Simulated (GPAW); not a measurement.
BaTiO3:

```
CELL_PARAMETERS angstrom
3.99980 0.00000 0.00000
0.00000 3.99980 0.00000
0.00000 0.00000 4.01800
ATOMIC_POSITIONS crystal
Ba 0.00000 0.00000 0.00000
Ti 0.50000 0.50000 0.49000
O 0.00000 0.50000 0.51700
O 0.50000 0.00000 0.51700
O 0.50000 0.50000 0.01900
```

Base run:

```yaml
Program: GPAW 26.7.0
Functional: LDA
Potentials_or_basis: PAW data sets generated in the run's folder for this functional
Cutoff: 800 eV
Basis: pw
k_mesh: 4 × 4 × 4
Occupations: fermi-dirac, width 0.05 eV
Spin: no spin polarisation
```

Its results: band gap on the k mesh 1.71 eV, indirect (least direct gap 1.99 eV); pressure -7.2 GPa; largest force 0.419 eV/Å.

**Question.** The run is repeated on the same cell with these changes: functional from LDA to PBEint; spin from no spin polarisation to spin-orbit coupling, no magnetisation. What comes out?

**Answer.** Band gap on the k mesh 1.77 eV, indirect (least direct gap 2.00 eV); pressure -0.2 GPa; largest force 0.288 eV/Å.

Several settings changed at once, so the effect can't be laid on one alone.

Caveats: spin-orbit coupling is left out, which moves the levels of the heavy elements (some runs); spin-orbit coupling was added after a scalar SCF, so levels and gaps hold it while energy, forces, pressure and moments don't (some runs); this program's spin-orbit splittings come out too wide for heavy elements (some runs).
